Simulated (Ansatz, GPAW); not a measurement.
# Geometry or basis: what sets the conductance of hydroquinonedithiol between two Pt chains, part 4 of 5

Wanted: T(E) of hydroquinonedithiol between two Pt chains at a relaxed geometry in two programs, beside the unrelaxed structure.

GPAW 26.7.0 and Ansatz 0.2.0; Ansatz plane waves; relaxation of the junction with the lead ends held; PAW set soft_1 (the session's first sound run).

So far, transmission at the Fermi level (one spin): step 3 (plane-wave reference (PBE)) 0.336; step 4 (GPAW, dzp, PBE, GPAW) 0.305; step 5 (GPAW, szp: basis = "szp(dzp)", PBE, GPAW) 0.255; step 6 (GPAW, sz: basis = "sz(dzp)", PBE, GPAW) 0.277.

**7. revPBE in the dzp basis: xc = "revPBE"**

Level of this step: GPAW LCAO, PAW setups; Landauer transmission from Green's functions with principal layers (ASE), zero bias (GPAW).

Back in the dzp basis, the functional changes from PBE to revPBE, to set the spread between functionals beside that between bases.

Contents of run.py:

```python
import json
import numpy as np
from ase import Atoms
from ase.transport.calculators import TransportCalculator
from gpaw import GPAW, FermiDirac
from gpaw.lcao.tools import get_lcao_hamiltonian
from scipy.linalg import eigh

# The junction with lead layers at both ends, along the third cell vector
device = Atoms(
    ['Pt', 'Pt', 'Pt', 'Pt', 'Pt', 'Pt', 'Pt', 'Pt', 'S', 'H', 'C', 'C', 'H', 'O', 'C', 'C', 'O', 'H', 'C', 'C', 'H', 'S', 'Pt', 'Pt', 'Pt', 'Pt', 'Pt', 'Pt', 'Pt', 'Pt'],
    positions=[
        [6.26870, 4.50000, 1.20000],
        [6.26870, 4.50000, 3.60000],
        [6.26870, 4.50000, 6.00000],
        [6.26870, 4.50000, 8.40000],
        [6.26870, 4.50000, 10.80000],
        [6.26870, 4.50000, 13.20000],
        [5.20733, 4.64564, 15.34482],
        [5.99900, 4.54852, 17.64355],
        [5.03084, 4.58103, 19.61277],
        [7.90616, 4.56008, 20.63917],
        [5.80247, 4.57840, 21.16945],
        [7.18128, 4.56741, 21.45248],
        [3.37261, 4.60429, 21.15443],
        [3.54785, 4.60092, 22.12301],
        [4.88285, 4.58799, 22.30421],
        [7.65281, 4.56673, 22.75849],
        [8.98791, 4.55875, 22.93980],
        [9.16315, 4.55999, 23.90839],
        [5.35442, 4.58248, 23.61022],
        [6.73325, 4.57217, 23.89312],
        [4.62937, 4.58737, 24.42346],
        [7.50508, 4.56230, 25.44971],
        [6.53913, 4.54430, 27.41993],
        [7.32457, 4.66343, 29.71990],
        [6.26870, 4.50000, 31.86692],
        [6.26870, 4.50000, 34.26692],
        [6.26870, 4.50000, 36.66692],
        [6.26870, 4.50000, 39.06692],
        [6.26870, 4.50000, 41.46692],
        [6.26870, 4.50000, 43.86692]],
    cell=[[12.53741, 0.0, 0.0], [0.0, 9.0, 0.0], [0.0, 0.0, 45.06692]],
    pbc=True)

# One principal layer of the lead: the first 5 atoms of the device
lead = Atoms(
    ['Pt', 'Pt', 'Pt', 'Pt', 'Pt'],
    positions=[
        [6.26870, 4.50000, 1.20000],
        [6.26870, 4.50000, 3.60000],
        [6.26870, 4.50000, 6.00000],
        [6.26870, 4.50000, 8.40000],
        [6.26870, 4.50000, 10.80000]],
    cell=[[12.53741, 0.0, 0.0], [0.0, 9.0, 0.0], [0.0, 0.0, 12.0]],
    pbc=True)

settings = dict(mode='lcao', basis='dzp', xc='revPBE', h=0.18,
                occupations=FermiDirac(0.1), maxiter=250,
                mixer=dict(beta=0.1, nmaxold=8, weight=100.0),
                convergence=dict(density=0.0001))
energies = np.arange(-2, 2 + 1e-9, 0.025)
eta = 0.0001
n1, n2 = 1, 1
# k and -k transmit alike, so half of the mesh across the current serves
mesh = [(i, j) for i in range(n1) for j in range(n2) if (i, j) <= (-i % n1, -j % n2)]
weights = np.array([1 if (i, j) == (-i % n1, -j % n2) else 2 for i, j in mesh]) / (n1 * n2)


def ground_state(atoms, size, txt):
    atoms.calc = GPAW(kpts={'size': size, 'gamma': True}, symmetry={'tolerance': 1e-3}, txt=txt, **settings)
    atoms.get_potential_energy()
    return atoms.calc.get_fermi_level()


def blocks(atoms, fermi, points, nz, cells):
    """H - E_F S and S between cell 0 and the cells above it, at each point across the current."""
    kz = np.arange(nz) / nz
    calc = atoms.calc.fixed_density(kpts=[(*k, z) for k in points for z in kz], symmetry='off', txt=None)
    H, S = get_lcao_hamiltonian(calc)
    H = (H - fermi * S).reshape(len(H), len(points), nz, *S.shape[1:])
    S = S.reshape(H.shape[1:])
    phases = [np.exp(-2j * np.pi * kz * R) / nz for R in cells]
    return [(np.einsum('skzij,z->ksij', H, p), np.einsum('kzij,z->kij', S, p)) for p in phases]


def pair(a, b):
    return np.block([[a, b], [b.T.conj(), a]])


def count_channels(h, s, cells, nk=240):
    """Half the number of times that the lead's bands cross each energy, unfolded to its shortest repeat."""
    b = len(h) // cells
    bands = []
    for k in (np.arange(nk + 1) + 0.5) / nk:
        hk, sk = h[:b, :b].copy(), s[:b, :b].copy()
        for R in range(1, cells):
            phase, block = np.exp(2j * np.pi * k * R), slice(R * b, (R + 1) * b)
            hk += h[:b, block] * phase + (h[:b, block] * phase).T.conj()
            sk += s[:b, block] * phase + (s[:b, block] * phase).T.conj()
        w, u = eigh(sk)
        x = u[:, w > 1e-5] / w[w > 1e-5]**0.5  # drop near-dependent combinations
        bands.append(np.r_[eigh(x.T.conj() @ hk @ x, eigvals_only=True), [1e9] * (w <= 1e-5).sum()])
    below = np.array(bands)[:, :, None] < energies
    return (below[1:] != below[:-1]).sum((0, 1)) / 2


fermi_lead = ground_state(lead, (1, 1, 10), 'lead.txt')
fermi_device = ground_state(device, (1, 1, 2), 'device.txt')
T, channels, eigen, tail, misfit, shifts = [], [], [], 0.0, 0.0, []
for first in range(0, len(mesh), 123):
    points = [(i / n1, j / n2) for i, j in mesh[first:first + 123]]
    (H0k, S0k), (H1k, S1k), (H2k, _) = blocks(lead, fermi_lead, points, 5, range(3))
    [(Hk, Sk)] = blocks(device, fermi_device, points, 2, [0])
    tail = max(tail, abs(H2k).max())
    for H0, S0, H1, S1, H, S in zip(H0k, S0k, H1k, S1k, Hk, Sk):
        n = len(S0)
        # Shift the lead onto the potential of the device's first layer
        shift = ((H[:, 0, 0] - H0[:, 0, 0]) / S0[0, 0]).real.mean()
        shifts.append(shift)
        misfit = max(misfit, abs(H[:, :n, :n] - H0 - shift * S0).max())
        Tk, Ck, Ek = [], [], []
        for s in range(len(H)):
            t = s % len(H0)  # a lead without moments serves both spins
            h1, s1 = pair(H0[t] + shift * S0, H1[t] + shift * S1), pair(S0, S1)
            leads = dict(h1=h1, s1=s1, energies=energies, eta=eta, eta1=eta, eta2=eta)
            calc = TransportCalculator(h=H[s], s=S, eigenchannels=3, **leads)
            Tk.append(calc.get_transmission())
            Ek.append(np.sort(calc.eigenchannels_ne, axis=0)[::-1])
            Ck.append(count_channels(h1, s1, 10))
        T.append(Tk)
        channels.append(Ck)
        eigen.append(Ek)
T, channels = np.array(T), np.array(channels)
mean, open_channels = np.einsum('kse,k->se', T, weights), np.einsum('kse,k->se', channels, weights)

print(f'basis functions: device {len(S)}, principal layer {n}')
print(f'Fermi level: lead {fermi_lead:.4f} eV, device {fermi_device:.4f} eV; lead shifted by {np.mean(shifts):.4f} eV')
print(f'largest coupling past the next layer {tail:.2e} eV, largest misfit of the first layer {misfit:.3f} eV')
print('  E-E_F (eV)   ' + 'T (one spin)  channels')
for e, t, c in zip(energies, mean.T, open_channels.T):
    print(f'{e:10.3f}  ', *[f'{x:11.4e}' for x in t], *[f'{x:9.4f}' for x in c])

kT = 8.617333e-5 * 300
fine = np.linspace(energies[0], energies[-1], 4001)
both = np.exp(np.interp(fine, energies, np.log(np.maximum(mean.sum(0) * 2 / len(mean), 1e-30))))
fermi = lambda mu: 1 / (1 + np.exp(np.clip((fine - mu) / kT, -200, 200)))
slope = fermi(0) * (1 - fermi(0)) / kT
G = np.trapezoid(both * slope, fine) / 2
seebeck = -np.trapezoid(both * slope * fine, fine) / (2 * G * 300) * 1e6
print(f'conductance at 300 K: {G:.5g} G0 a cell; thermopower {seebeck:.4g} uV/K')
bias = [0.1, 0.2, 0.5, 1.0, 1.5, 2.0]
current = [38.74 * np.trapezoid(both * (fermi(V / 2) - fermi(-V / 2)), fine) for V in bias]
for V, I in zip(bias, current):
    print(f'current from the zero-bias T(E) at {V} V: {I:.5g} uA')
zero = abs(energies).argmin()
json.dump(dict(energies=energies.tolist(), T=mean.tolist(), channels=open_channels.tolist(), G=G, seebeck=seebeck,
               bias=bias, current=current, tail=tail, misfit=misfit, shift=np.mean(shifts), n_device=len(S), n_lead=n,
               fermi=[fermi_lead, fermi_device], energy=device.get_potential_energy(),
               moments=device.get_magnetic_moments().tolist(), mesh=mesh, weights=weights.tolist(),
               T_k=T[:, :, zero].tolist(), eigen=np.array(eigen[0]).tolist()), open('result.json', 'w'))
```

Run with:

```
$ OMP_NUM_THREADS=1 OPENBLAS_NUM_THREADS=1 python run.py
```

Numbers of over 12 decimals in the logs are rounded to 6 here.

Log:

```text
basis functions: device 582, principal layer 135
Fermi level: lead -4.8198 eV, device -4.4917 eV; lead shifted by 0.0023 eV
largest coupling past the next layer 8.03e-06 eV, largest misfit of the first layer 0.141 eV
  E-E_F (eV)   T (one spin)  [channel counts left out]
    -2.000    8.6489e-01
    -1.975    8.6146e-01
    -1.950    8.5879e-01
[...]
1.975    1.7499e-04
     2.000    1.6653e-04
conductance at 300 K: 0.3417 G0 a cell; thermopower 62.05 uV/K
current from the zero-bias T(E) at 0.1 V: 2.7422 uA
current from the zero-bias T(E) at 0.2 V: 5.9781 uA
current from the zero-bias T(E) at 0.5 V: 18.34 uA
current from the zero-bias T(E) at 1.0 V: 42.387 uA
current from the zero-bias T(E) at 1.5 V: 61.248 uA
current from the zero-bias T(E) at 2.0 V: 64.917 uA
```

Wall time 15 min (1 thread of Arm Neoverse V1, shared host); peak memory 2.9 GiB.

This step gave:

- conductance: 0.3417 G₀
- thermopower: 62.05 μV/K
- largest coupling past the next principal layer: 8.03e-6 eV
- largest misfit of the first principal layer: 0.1409 eV
- shift that aligns the lead: 0.002272 eV
- basis functions of the junction: 582
- basis functions of a principal layer: 135
- transmission at the Fermi level (one spin): 0.3055

One spin. Transmission, zone mean against energy, zero at the Fermi level:

| energy (eV) | transmission, zone mean |
| --- | --- |
| -2.000 | 0.865 |
| -1.900 | 0.855 |
| -1.800 | 0.846 |
| -1.700 | 0.824 |
| -1.600 | 0.762 |
| -1.500 | 0.635 |
| -1.400 | 0.441 |
| -1.300 | 0.253 |
| -1.200 | 0.0814 |
| -1.100 | 0.0529 |
| -1.000 | 0.113 |
| -0.900 | 0.0720 |
| -0.800 | 0.118 |
| -0.725 | 1.00 |
| -0.700 | 0.955 |
| -0.600 | 0.865 |
| -0.500 | 0.994 |
| -0.400 | 0.742 |
| -0.300 | 0.834 |
| -0.200 | 0.981 |
| -0.175 | 0.996 |
| -0.100 | 0.785 |
| 0.000 | 0.305 |
| 0.100 | 0.160 |
| 0.200 | 0.130 |
| 0.300 | 0.168 |
| 0.400 | 0.492 |
| 0.450 | 0.995 |
| 0.500 | 0.359 |
| 0.600 | 0.0332 |
| 0.700 | 0.00652 |
| 0.800 | 0.00171 |
| 0.900 | 0.00107 |
| 1.000 | 7.7e-4 |
| 1.100 | 6.0e-4 |
| 1.200 | 4.9e-4 |
| 1.300 | 4.1e-4 |
| 1.400 | 3.6e-4 |
| 1.500 | 3.2e-4 |
| 1.600 | 2.8e-4 |
| 1.700 | 2.5e-4 |
| 1.800 | 2.3e-4 |
| 1.900 | 2.0e-4 |
| 2.000 | 1.7e-4 |

The conductance equals that of the dzp run to 0.2 %.

**8. The structure as built: geometry = "as built"**

The dzp basis with PBE on the structure as first built shows what the relaxation was worth.

Edit run.py of step 7 so:

```diff
@@ -18,20 +18,20 @@
         [6.26870, 4.50000, 13.20000],
-        [5.20733, 4.64564, 15.34482],
-        [5.99900, 4.54852, 17.64355],
-        [5.03084, 4.58103, 19.61277],
-        [7.90616, 4.56008, 20.63917],
-        [5.80247, 4.57840, 21.16945],
-        [7.18128, 4.56741, 21.45248],
-        [3.37261, 4.60429, 21.15443],
-        [3.54785, 4.60092, 22.12301],
-        [4.88285, 4.58799, 22.30421],
-        [7.65281, 4.56673, 22.75849],
-        [8.98791, 4.55875, 22.93980],
-        [9.16315, 4.55999, 23.90839],
-        [5.35442, 4.58248, 23.61022],
-        [6.73325, 4.57217, 23.89312],
-        [4.62937, 4.58737, 24.42346],
-        [7.50508, 4.56230, 25.44971],
-        [6.53913, 4.54430, 27.41993],
-        [7.32457, 4.66343, 29.71990],
+        [6.26870, 4.50000, 15.60000],
+        [6.26870, 4.50000, 18.00000],
+        [4.81110, 5.22973, 19.69275],
+        [7.64345, 5.23780, 20.46035],
+        [5.63332, 5.22301, 21.27573],
+        [7.02657, 5.22896, 21.35438],
+        [3.25000, 5.25305, 21.51373],
+        [3.52022, 5.23530, 22.45211],
+        [4.88972, 5.22905, 22.46386],
+        [7.64765, 5.22904, 22.60306],
+        [9.01716, 5.23528, 22.61481],
+        [9.28737, 5.25306, 23.55319],
+        [5.51080, 5.22900, 23.71255],
+        [6.90405, 5.22304, 23.79119],
+        [4.89392, 5.23787, 24.60658],
+        [7.72627, 5.22981, 25.37417],
+        [6.26870, 4.50000, 27.06692],
+        [6.26870, 4.50000, 29.46692],
         [6.26870, 4.50000, 31.86692],
@@ -57,3 +57,3 @@
 
-settings = dict(mode='lcao', basis='dzp', xc='revPBE', h=0.18,
+settings = dict(mode='lcao', basis='dzp', xc='PBE', h=0.18,
                 occupations=FermiDirac(0.1), maxiter=250,
```

Log:

```text
basis functions: device 582, principal layer 135
Fermi level: lead -4.9170 eV, device -4.6249 eV; lead shifted by -0.0029 eV
largest coupling past the next layer 8.09e-06 eV, largest misfit of the first layer 0.062 eV
  E-E_F (eV)   T (one spin)  [channel counts left out]
    -2.000    1.0035e+00
    -1.975    1.0067e+00
    -1.950    1.0046e+00
[...]
1.975    1.9587e-06
     2.000    3.2840e-06
conductance at 300 K: 0.9276 G0 a cell; thermopower -11.58 uV/K
current from the zero-bias T(E) at 0.1 V: 7.0925 uA
current from the zero-bias T(E) at 0.2 V: 13.654 uA
current from the zero-bias T(E) at 0.5 V: 27.654 uA
current from the zero-bias T(E) at 1.0 V: 47.328 uA
current from the zero-bias T(E) at 1.5 V: 60.9 uA
current from the zero-bias T(E) at 2.0 V: 65.546 uA
```

Run time: 10 min. Hardware: 1 thread; peak memory 2.9 GiB.

Numbers from this step:

```yaml
conductance: 0.9276 G₀
thermopower: -11.58 μV/K
largest_coupling_past_the_next_principal_layer: 8.09e-6 eV
largest_misfit_of_the_first_principal_layer: 0.06222 eV
shift_that_aligns_the_lead: -0.002893 eV
transmission_at_the_fermi_level_one_spin: 0.9640
```

The conductance, 0.928 G₀, lies 171 % above that of the dzp run.

**9. All levels side by side**

Times are wall times on the hardware named with each run. The series side by side:

| no. | run | conductance (G₀) | time | memory (GiB) |
| --- | --- | --- | --- | --- |
| 1 | pw PBE | 0.3626 | 2.3 h | 6.5 |
| 2 | dzp | 0.3422 | 15 min | 2.9 |
| 3 | szp | 0.2871 | 9.6 min | 2.8 |
| 4 | sz | 0.3119 | 7.3 min | 2.7 |
| 5 | dzp revPBE | 0.3417 | 15 min | 2.9 |
| 6 | asbuilt | 0.9276 | 10 min | 2.9 |

**10. The levels side by side**

The curves are compared point by point over the common energies.

This step: comparison of transmission and cost over codes, levels and geometry; PAW set soft_1 (GPAW 26.7.0).

Ladder, by row:

| step | code | T at the Fermi level (sum over the listed spins) | conductance (G0) | r.m.s. T(E) from the first | wall time (s) | peak memory (GiB) | threads |
| --- | --- | --- | --- | --- | --- | --- | --- |
| pw-pbe | Ansatz | 0.3365 | 0.3626 | 0 | 8304 | 6.461 | 4 |
| dzp | GPAW | 0.3047 | 0.3422 | 0.08172 | 898.6 | 2.92 | 1 |
| szp | GPAW | 0.2549 | 0.2871 | 0.2201 | 575.5 | 2.8 | 1 |
| sz | GPAW | 0.2766 | 0.3119 | 0.288 | 440 | 2.7 | 1 |
| dzp-revPBE | GPAW | 0.3055 | 0.3417 | 0.09007 | 870.1 | 2.92 | 1 |
| asbuilt | GPAW | 0.964 | 0.9276 | 0.2874 | 625.8 | 2.91 | 1 |

The transmission, zone mean, sum over the listed spins by energy, zero at the Fermi level:

| energy (eV) | pw-pbe | dzp | szp | sz | dzp-revPBE | asbuilt |
| --- | --- | --- | --- | --- | --- | --- |
| -2.000 | 0.908 | 0.864 | 0.649 | 0.565 | 0.865 | 1.00 |
| -1.800 | 0.880 | 0.848 | 0.599 | 0.493 | 0.846 | 0.957 |
| -1.600 | 0.739 | 0.771 | 0.476 | 0.331 | 0.762 | 0.993 |
| -1.400 | 0.442 | 0.458 | 0.221 | 0.117 | 0.441 | 0.750 |
| -1.200 | 0.0641 | 0.0892 | 0.0259 | 0.00846 | 0.0814 | 0.253 |
| -1.050 | 0.150 | 0.0721 | 0.0195 | 0.00633 | 0.0734 | 0.180 |
| -1.000 | 0.144 | 0.113 | 0.0456 | 0.0187 | 0.113 | 0.193 |
| -0.875 | 0.124 | 0.0578 | 1.01 | 0.957 | 0.0491 | 0.274 |
| -0.800 | 0.0171 | 0.0651 | 0.612 | 0.470 | 0.118 | 0.234 |
| -0.725 | 0.794 | 1.00 | 0.632 | 0.305 | 1.00 | 0.140 |
| -0.600 | 1.00 | 0.855 | 0.794 | 0.376 | 0.865 | 0.774 |
| -0.400 | 0.783 | 0.747 | 0.728 | 0.886 | 0.742 | 0.976 |
| -0.325 | 1.01 | 0.787 | 0.800 | 0.827 | 0.791 | 0.559 |
| -0.275 | 0.982 | 0.906 | 0.997 | 0.959 | 0.989 | 0.212 |
| -0.250 | 0.982 | 1.000 | 0.993 | 0.998 | 0.995 | 0.265 |
| -0.200 | 1.00 | 0.978 | 0.995 | 0.991 | 0.981 | 0.372 |
| 0.000 | 0.336 | 0.305 | 0.255 | 0.277 | 0.305 | 0.964 |
| 0.200 | 0.152 | 0.127 | 0.145 | 0.263 | 0.130 | 0.669 |
| 0.300 | 0.177 | 0.162 | 0.263 | 0.977 | 0.168 | 0.392 |
| 0.400 | 0.405 | 0.463 | 0.958 | 0.104 | 0.492 | 0.223 |
| 0.475 | 0.985 | 0.768 | 0.129 | 0.0225 | 0.722 | 0.150 |
| 0.600 | 0.0591 | 0.0345 | 0.0117 | 0.00444 | 0.0332 | 0.0843 |
| 0.800 | 0.00346 | 0.00172 | 0.00150 | 9.1e-4 | 0.00171 | 0.0125 |
| 1.000 | 9.7e-4 | 7.8e-4 | 7.5e-4 | 4.5e-4 | 7.7e-4 | 0.00270 |
| 1.200 | 5.8e-4 | 5.0e-4 | 4.9e-4 | 2.8e-4 | 4.9e-4 | 6.6e-4 |
| 1.400 | 4.1e-4 | 3.6e-4 | 3.7e-4 | 2.0e-4 | 3.6e-4 | 1.3e-4 |
| 1.600 | 3.1e-4 | 2.9e-4 | 2.9e-4 | 1.5e-4 | 2.8e-4 | 1.2e-5 |
| 1.800 | 2.4e-4 | 2.3e-4 | 2.4e-4 | 1.1e-4 | 2.3e-4 | 2.6e-7 |
| 2.000 | 1.6e-4 | 1.6e-4 | 1.9e-4 | 8.0e-5 | 1.7e-4 | 3.3e-6 |

(Part 4 of 5 ends here.)

[Logs are printed without paths, hosts, clocks, repeated set-up lines and the standing remarks that a program may print on its own settings, such as how far it seeks lower states.]

[Hosts, paths, dates, database ids (printed as entryN), source tags and the programs' standing remarks are cut or masked in the printed files.]
